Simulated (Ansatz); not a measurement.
# Infrared modes and screening in SrO (CsCl type)

Perturbation theory with PBEsol in the plane-wave code Ansatz on the PBEsol cell, ground state and force constants on an 8×8×8 mesh. Spin-unpolarised throughout. Whether this structure exists isn't addressed.

It is cubic, Pm-3m (No. 221); a = 3.080 Å in the conventional setting, 14.60 Å³ an atom. Around Sr lie 8 O at 2.67 Å; around O lie 8 Sr at 2.67 Å.

```
Sr O
1.0
     3.07962    0.00000    0.00000
     0.00000    3.07962    0.00000
     0.00000    0.00000    3.07962
Sr O
1 1
Direct
  0.00000 0.00000 0.00000
  0.50000 0.50000 0.50000
```

Optical modes without the longitudinal term:
```json
{"ω (cm⁻¹)": "113", "degeneracy": "3", "IR intensity, summed over the level ((D/Å)²/amu)": "35.06"}
```

The optical mode at Γ lies at 113 cm⁻¹ without the longitudinal term. With the long-range field the highest mode reaches 448 cm⁻¹.

The clamped-ion dielectric constant comes out as 4.55 in all directions. With the ions relaxed, ε⁰ is 71 in all directions. Born charges, averaged over directions: Sr +2.62, O -2.62 e.

With one polar mode in a cubic crystal the Lyddane-Sachs-Teller relation applies: (ω_LO/ω_TO)² = (447.8/113.5)² = 15.569, and ε⁰/ε∞ = 70.818/4.549 = 15.569. The refractive index √ε∞ is 2.13.

For comparison, on the r2SCAN cell the mean ε∞ is 4.09 with r2SCAN (ground state on 6×6×6; least gap 3.31 eV), 4.47 with PBE (ground state on 6×6×6; least gap 2.80 eV).
